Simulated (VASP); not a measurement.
A run of VASP 6.6.1:

The input INCAR:

```
SYSTEM = Te2Mo
ALGO = Normal
EDIFF = 1E-6
EDIFFG = -0.01
ENCUT = 600
GGA = PE
IBRION = 2
ISIF = 3
ISMEAR = 0
IVDW = 12
KPAR = 4
LASPH = .True.
LCHARG = .False.
LREAL = .False.
LWAVE = .False.
NELM = 80
NSW = 90
PREC = Accurate
SIGMA = 0.03
```

The input KPOINTS:

```
k-points
0
Gamma
  8 4 2
  0 0 0
```

File POSCAR:

```
Te2Mo
1.0
    3.4770000000      0.0000000000      0.0000000000
    0.0000000000      6.3350000000      0.0000000000
    0.0000000000      0.0000000000     13.8890000000
Mo Te
4 8
Direct
    0.0000000000      0.6052000000      0.5003000000
    0.5000000000      0.3948000000      0.0003000000
    0.0000000000      0.0301000000      0.0147000000
    0.5000000000      0.9699000000      0.5147000000
    0.0000000000      0.8626000000      0.6557000000
    0.5000000000      0.1374000000      0.1557000000
    0.0000000000      0.6405000000      0.1125000000
    0.5000000000      0.3595000000      0.6125000000
    0.0000000000      0.2900000000      0.8593000000
    0.5000000000      0.7100000000      0.3593000000
    0.0000000000      0.2160000000      0.4027000000
    0.5000000000      0.7840000000      0.9027000000
```

Potentials or basis: VASP PAW PBE potentials, release 64 (Mo_sv, Te).

Command:

```sh
$ cat potpaw_PBE.64/Mo_sv/POTCAR potpaw_PBE.64/Te/POTCAR > POTCAR
$ mpirun -np 4 vasp_std > vasp.out
```

Hardware: 4 MPI ranks on Intel(R) Xeon(R) 6975P-C (Granite Rapids), on a shared host.

Problem. Estimate the wall time of this run.

Solution. Wall time 32 min on 4 MPI ranks on Intel(R) Xeon(R) 6975P-C (Granite Rapids) (shared host), peak memory 0.82 GiB a rank. Counts: scf iterations 233, k points 30, ion steps 26.
